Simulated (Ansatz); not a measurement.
This script makes relaxations under a series of pressures of Si, space group P6/mmm with the Ansatz DFT code, driven from Python.

`run_compress.py`:
```python
'''Volume and enthalpy of Si against pressure.'''

import ansatz as az
import numpy as np
import pandas as pd

def edges_and_angles(cell):
    cell = np.asarray(cell)
    a, b, c = np.linalg.norm(cell, axis=1)
    cosines = cell[1] @ cell[2] / (b * c), cell[0] @ cell[2] / (a * c), cell[0] @ cell[1] / (a * b)
    return (a, b, c, *np.degrees(np.arccos(cosines)))


def main() -> None:
    cell = (
        az.Lattice.from_parameters(2.527, 2.527, 2.373, alpha=90.0, beta=90.0, gamma=120.0)
        .atom('Si', (0.0, 0.0, 0.0))
    )

    job = (
        cell.calculation()
        .functional('PBE')
        .basis(470)
        .kpoints(12, 12, 11)
        .occupations('Fermi-Dirac', width=0.1)
    )

    # H = F + PV, with 1 GPa A^3 = 1/160.21766 eV
    rows = []
    for pressure in [0, 10, 20, 30, 40]:
        outcome = job.relax(cell=True, pressure=pressure, force_tolerance=0.03).run(threads=1, pin='off')
        cell = outcome.lattice.cell_ang
        n_atoms = len(outcome.lattice.sites)
        volume = abs(np.linalg.det(cell)) / n_atoms
        enthalpy = outcome.report['free_energy_ev'] / n_atoms + pressure * volume / 160.21766
        rows.append((pressure, volume, enthalpy, *edges_and_angles(cell)))
        print(f'{pressure} GPa done: {volume:.4f} A^3/atom')

    table = pd.DataFrame(rows, columns=['P_GPa', 'V_A3_atom', 'H_eV_atom', 'a', 'b', 'c', 'alpha', 'beta', 'gamma'])
    print(table.round(4).to_string(index=False))
    p, v = np.array([row[0] for row in rows], float), np.array([row[1] for row in rows])
    print('mean bulk modulus between rows (GPa):', np.round(-np.diff(p) / np.diff(np.log(v)), 1))


if __name__ == '__main__':
    main()
```

Its results, one of them left out:

| P (GPa) | relaxed V (Å³/atom) |
| --- | --- |
| 0 | 15.059 |
| 10 | ? |
| 20 | 13.146 |
| 30 | 12.533 |
| 40 | 12.035 |

What volume does the cell relax to at 10 GPa?

Murnaghan's form V = V0 (1 + B' P / B0)^(-1/B') through the 4 rows shown gives V0 = 15.059 Å³, B0 = 111.7 GPa and B' = 3.90, and so 13.946 Å³ an atom at 10 GPa. The run gave 13.936 Å³, 0.07 % away.

Caveats:
- At a fixed pressure a relaxation lowers the enthalpy F + PV, while F alone can rise.
- For a metal this k-point mesh is coarse: on a finer one energies can move by several to tens of meV an atom and pressures by half a GPa or more, differences at one mesh by less.
- This isn't the structure that Si takes at ambient conditions.
- Symmetry holds the cell in this phase, whether or not it is the stable one at each pressure.
- Finished in 15 s on 1 thread of Arm Neoverse V2, with other jobs on the host, peak memory 0.39 GiB.
